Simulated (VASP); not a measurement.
# Tc (P6_3/mmc) in VASP: a series of runs

The runs below take Tc through single point, with r2SCAN, LDA, PBE.

All numbers are computed with VASP 6.6.1; they aren't measurements. Logs are shortened: lines on timing, memory, paths and dates and some standing lists are left out, and cuts for length are marked.

## 1. The crystal as given

Symmetry: P6_3/mmc, No. 194, hexagonal system. Conventional cell: a = 2.740 Å, b = 2.740 Å, c = 4.398 Å, α = 90.00°, β = 90.00°, γ = 120.00°. Tc (site symmetry -6m2) is surrounded by 12 Tc at 2.71 to 2.74 Å.

## 2. Single point, r2SCAN

The input, POSCAR:

```
Tc
1.0
    2.7400000000      0.0000000000      0.0000000000
   -1.3700000000      2.3729096064      0.0000000000
    0.0000000000      0.0000000000      4.3980000000
Tc
2
Direct
    0.6666666667      0.3333333333      0.7500000000
    0.3333333333      0.6666666667      0.2500000000
```

The input, INCAR.step1:

```
SYSTEM = Tc
ALGO = Normal ; EDIFF = 1E-4
ENCUT = 520 ; GGA = PE
ISMEAR = -5 ; LASPH = .True.
LCHARG = .False. ; LREAL = .False.
LWAVE = .True. ; NBANDS = 20
NELM = 100 ; PREC = Accurate
SIGMA = 0.05
```

The input, INCAR.step2:

```
SYSTEM = Tc
ALGO = Normal ; EDIFF = 1E-7
ENCUT = 520 ; ISIF = 2
ISMEAR = -5 ; ISTART = 1
LASPH = .True. ; LCHARG = .False.
LMIXTAU = .True. ; LREAL = .False.
LWAVE = .False. ; METAGGA = R2SCAN
NBANDS = 20 ; NELM = 100
PREC = Accurate ; SIGMA = 0.05
```

The input, KPOINTS:

```
k-points
0
Gamma
  11 11 6
  0 0 0
```

Potentials or basis: VASP PAW PBE potentials, release 64 (Tc_pv).

Started as:

```
cat potpaw_PBE.64/Tc_pv/POTCAR > POTCAR
cp INCAR.step1 INCAR
mpirun -np 1 vasp_std > vasp.out
cp INCAR.step2 INCAR
mpirun -np 1 vasp_std > vasp.out
```

OUTCAR:

```text
SYSTEM = Tc
   EDIFF = 1E-7
   ENCUT = 520
   ISIF = 2
   ISMEAR = -5
   ISTART = 1
   LASPH = .True.
   LREAL = .False.
   METAGGA = R2SCAN
   NELM = 100
   PREC = Accurate

 ion  position               nearest neighbor table
   1  0.667  0.333  0.750-   2 2.71   2 2.71   2 2.71   2 2.71   2 2.71   2 2.71
   2  0.333  0.667  0.250-   1 2.71   1 2.71   1 2.71   1 2.71   1 2.71   1 2.71

  LATTYP: Found a hexagonal cell.
 ALAT       =     2.7400000000
 C/A-ratio  =     1.6051094891

  Lattice vectors:

 A1 = (   2.7400000000,   0.0000000000,   0.0000000000)
 A2 = (  -1.3700000000,   2.3729096064,   0.0000000000)
 A3 = (   0.0000000000,   0.0000000000,   4.3980000000)

Analysis of symmetry for initial positions (statically):
=====================================================================
 Subroutine PRICEL returns:
 Original cell was already a primitive cell.

 Routine SETGRP: Setting up the symmetry group for a
 hexagonal supercell.

 Subroutine GETGRP returns: Found 24 space group operations
 (whereof 12 operations were pure point group operations)
 out of a pool of 24 trial point group operations.

The static configuration has the point symmetry D_3d.
 The point group associated with its full space group is D_6h.

Analysis of symmetry for dynamics (positions and initial velocities):
=====================================================================
 Subroutine PRICEL returns:
 Original cell was already a primitive cell.

 Routine SETGRP: Setting up the symmetry group for a
 hexagonal supercell.

 Subroutine GETGRP returns: Found 24 space group operations
 (whereof 12 operations were pure point group operations)
 out of a pool of 24 trial point group operations.

The dynamic configuration has the point symmetry D_3d.
 The point group associated with its full space group is D_6h.

 Subroutine INISYM returns: Found 24 space group operations
 (whereof 12 operations are pure point group operations),
 and found     1 'primitive' translations

----------------------------------------------------------------------------------------

                                     Primitive cell

  volume of cell :      28.5948

  direct lattice vectors                    reciprocal lattice vectors
     2.740000000  0.000000000  0.000000000     0.364963504  0.210711777  0.000000000
    -1.370000000  2.372909606  0.000000000     0.000000000  0.421423554  0.000000000
     0.000000000  0.000000000  4.398000000     0.000000000  0.000000000  0.227376080

[... 84 lines left out ...]
   NELM   =    100;   NELMIN=  2; NELMDL=  0     # of ELM steps
   EDIFF  = 0.1E-06   stopping-criterion for ELM
   LREAL  =      F    real-space projection
   EDIFFG = 0.1E-05   stopping-criterion for IOM
   NSW    =      0    number of steps for IOM
   IBRION =     -1    ionic relax: 0-MD 1-quasi-New 2-CG
   NFREE  =      0    steps in history (QN), initial steepest desc. (CG)
   ISIF   =      2    stress and relaxation
   ISYM   =      2    0-nonsym 1-usesym 2-fastsym
   POTIM  = 0.5000    time-step for ionic-motion
   TEBEG  =    0.0;   TEEND  =   0.0 temperature during run
   PSTRESS=    0.0 pullay stress
   NELECT =      26.0000    total number of electrons
   NUPDOWN=      -1.0000    fix difference up-down
   EMIN   =  10.00;   EMAX   =-10.00  energy-range for DOS
   EFERMI =   0.00;   METHOD = LEGACY
   ISMEAR =    -5;   SIGMA  =   0.05  broadening in eV -4-tet -1-fermi 0-gaus
   EFERMI_NEDOS =   21; number of points for ismear=-14 and -15
   IALGO  =     38    algorithm
   IMIX   =      4    mixing-type and parameters
     AMIX     =   0.40;   BMIX     =  1.00
     AMIX_MAG =   1.60;   BMIX_MAG =  1.00
  volume/ion in A,a.u.               =      14.30        96.48
  Fermi-wavevector in a.u.,A,eV,Ry     =   1.586002  2.997108 34.224109  2.515401
  Thomas-Fermi vector in A             =   2.685380
   LORBIT       =      0    0 simple, 1 ext, 2 COOP (PROOUT), +10 PAW based schemes
   METAGGA = R2SCAN    functional components
   LHFCALC =     F    Hartree Fock is set to
   AEXX    =    0.0000 exact exchange contribution
   IVDW    =     0    specifies the selected vdW correction
   LEPSILON=     F    determine dielectric tensor
   LRPA    =     F    only Hartree local field effects (RPA)
 non-spin polarized calculation
 Fermi weights with tetrahedron method with Bloechl corrections
  energy-cutoff  :      520.00
  volume of cell :       28.59
 maximum number of plane-waves:       784
   NGX = 11   NGY = 11   NGZ = 17

 number of electron      25.9999998 magnetization

 Free energy of the ion-electron system (eV)
  ---------------------------------------------------
  ext. energy  EPLUGINS =         0.00000000
  ---------------------------------------------------
  free energy    TOTEN  =       -51.93112668 eV

  energy without entropy =      -51.93112668  energy(sigma->0) =      -51.93112668

 E-fermi :  12.5616     XC(G=0): -15.1241

 val. band max:       12.8297257907   @ k =   0.4545   0.0909   0.3333
 cond. band min:      12.3577985093   @ k =   0.1818   0.0000   0.0000
 fundamental gap:     -0.4719272815
 Fermi energy:        12.5616012379

 k-point     1 :       0.0000    0.0000    0.0000
  band No.  band energies     occupation
      1     -28.2045      2.00000
      2     -27.0173      2.00000
      3     -27.0173      2.00000
      4     -26.8182      2.00000
      5     -26.8182      2.00000
      6     -26.7660      2.00000
[... 541 lines left out ...]
     19      25.3142      0.00000
     20      28.8207      0.00000

 [... further k-points ...]

------------------------ aborting loop because EDIFF is reached ----------------------------------------

  FORCE on cell =-STRESS in cart. coord.  units (eV):
  Direction    XX          YY          ZZ          XY          YZ          ZX
  --------------------------------------------------------------------------------------
  -------------------------------------------------------------------------------------
  Total       -0.1802573     -0.1802573     -0.4815950      0.0000000      0.0000000     -0.0000000
  in kB      -10.0998866    -10.0998866    -26.9839523      0.0000000      0.0000000     -0.0000000
  external PRESSURE =     -15.7279085 kB  Pullay stress =       0.0000000 kB

 VOLUME and BASIS-vectors are now :
 -----------------------------------------------------------------------------
  energy-cutoff  :      520.00
  volume of cell :       28.59
      direct lattice vectors                 reciprocal lattice vectors
     2.740000000  0.000000000  0.000000000     0.364963504  0.210711777  0.000000000
    -1.370000000  2.372909606  0.000000000     0.000000000  0.421423554  0.000000000
     0.000000000  0.000000000  4.398000000     0.000000000  0.000000000  0.227376080

 POSITION                                       TOTAL-FORCE (eV/Angst)
 -----------------------------------------------------------------------------------
      1.37000      0.79097      3.29850        -0.000000      0.000000      0.000000
     -0.00000      1.58194      1.09950         0.000000     -0.000000      0.000000
 -----------------------------------------------------------------------------------
    total drift:                               -0.000000      0.000000     -0.000000

  FREE ENERGIE OF THE ION-ELECTRON SYSTEM (eV)
  ---------------------------------------------------
  free  energy   TOTEN  =       -51.9311266827 eV

  energy  without entropy=      -51.9311266827  energy(sigma->0) =      -51.93112668
```

OSZICAR.step1:

```text
N       E                     dE             d eps       ncg     rms          rms(c)
DAV:   1     0.315083831519E+03    0.31508E+03   -0.16377E+04  2576   0.136E+03
DAV:   2    -0.142379773143E+02   -0.32932E+03   -0.32213E+03  2688   0.412E+02
DAV:   3    -0.220992202174E+02   -0.78612E+01   -0.78076E+01  2936   0.747E+01
DAV:   4    -0.221489209981E+02   -0.49701E-01   -0.49603E-01  2792   0.644E+00
DAV:   5    -0.221493877249E+02   -0.46673E-03   -0.46566E-03  2932   0.612E-01    0.237E+01
DAV:   6    -0.208523788340E+02    0.12970E+01   -0.24568E+00  2796   0.151E+01    0.730E+00
DAV:   7    -0.207060096383E+02    0.14637E+00   -0.44471E-01  2896   0.579E+00    0.895E-01
DAV:   8    -0.206971278551E+02    0.88818E-02   -0.90211E-03  2640   0.916E-01    0.250E-01
DAV:   9    -0.206972166399E+02   -0.88785E-04   -0.28298E-04  2584   0.159E-01
   1 F= -.20697217E+02 E0= -.20697217E+02  d E =0.000000E+00
```

Wall time 89 s (1 thread of Intel Xeon Platinum 8488C (Sapphire Rapids), shared host); peak memory 0.16 GiB.

Results:

```yaml
Free_energy: -51.9311 eV
Pressure: -1.6 GPa
Band_gap_on_the_k_mesh: none (metal or under the smearing width)
```

Stress tensor (GPa, compression positive):
```
-1.01  0.00  0.00
 0.00 -1.01  0.00
 0.00  0.00 -2.70
```

Caveat: the PAW data sets were made with another functional, which shifts forces and pressure a little; tetrahedron occupations give inexact forces and stress in metals.

[end of part 1 of 2]
